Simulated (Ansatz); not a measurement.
Runs of Ansatz 0.2.0 on Nb. The structure is cubic, space group Im-3m (No. 229). Conventional cell: a = 3.328 Å, b = 3.328 Å, c = 3.328 Å, α = 90.00°, β = 90.00°, γ = 90.00°. Nb (site symmetry m-3m) is surrounded by 8 Nb at 2.88 Å. 

```csv
task,level,potentials or basis,spin,U,cutoff (eV),smearing,double counting,hubbard projectors,points for each segment of the path,other keys,gap on the mesh (eV),pressure (GPa),moment (μB)
single point,PBEsol+D3(BJ)-ATM+U,Ansatz PAW earlier set,"collinear, ferromagnetic start",Nb d U = 4.0 eV,708,gaussian 0.15 eV,fll,ortho-atomic (the default),-,hamiltonian.dispersion = d3bjatm; scf.n_extra_bands = 2,none,-9.9,0.45
atomic charges,BPBE+D3(BJ)-ATM,Ansatz PAW polarizable,off,-,420,cold 0.1 eV,-,-,-,-,none,(a),-
band structure,RPBE+D3(BJ)-ATM+U,PseudoDojo standard (PBEsol files),"SOC, no magnetisation",Nb d U = 3.5 eV,1116,gaussian 0.15 eV,amf,all-electron-ortho-atomic,14,accuracy = high; hamiltonian.xc = rpbe,none,-42.2,-
density of states,PBEsol+D4+U,Ansatz PAW,off,Nb d U = 3 eV,420,fermi-dirac 0.025 eV,amf,ortho-atomic (the default),-,-,none,-9.2,-
atomic charges,revPBE+D3(BJ)-ATM,PseudoDojo stringent (PBE files),"collinear, program default start",-,1116,gaussian 0.15 eV,-,-,-,scf.n_extra_bands = 8,none,(b),0.00
```

Alike in all rows: cell as given; k mesh 11 × 11 × 11.

Question: Estimate the missing entries.

Answer: (a) -16.8; (b) -10.7.

Caveats: pairwise dispersion overbinds metals, which lowers pressure and volume; the PAW data sets come from PBE, with cores solved anew for the run's functional, which leaves a small shift of forces and pressure (some runs); the U is typed as a test and isn't derived for this compound (some runs); the potentials were made for another functional, which shifts forces and pressure (some runs); U without spin polarisation on a metal has little footing (some runs); the magnetic or orbital state may not be the lowest (some runs); so large a pressure means that the cell lies far from this level's equilibrium, or that cutoff or potentials fall short (some runs).

A k mesh can miss the band edges, and rows without SOC leave out spin-orbit coupling on Nb.

A gap of «none» marks a metal or a gap under the smearing width.

Runs at the PBE level aren't shown here.
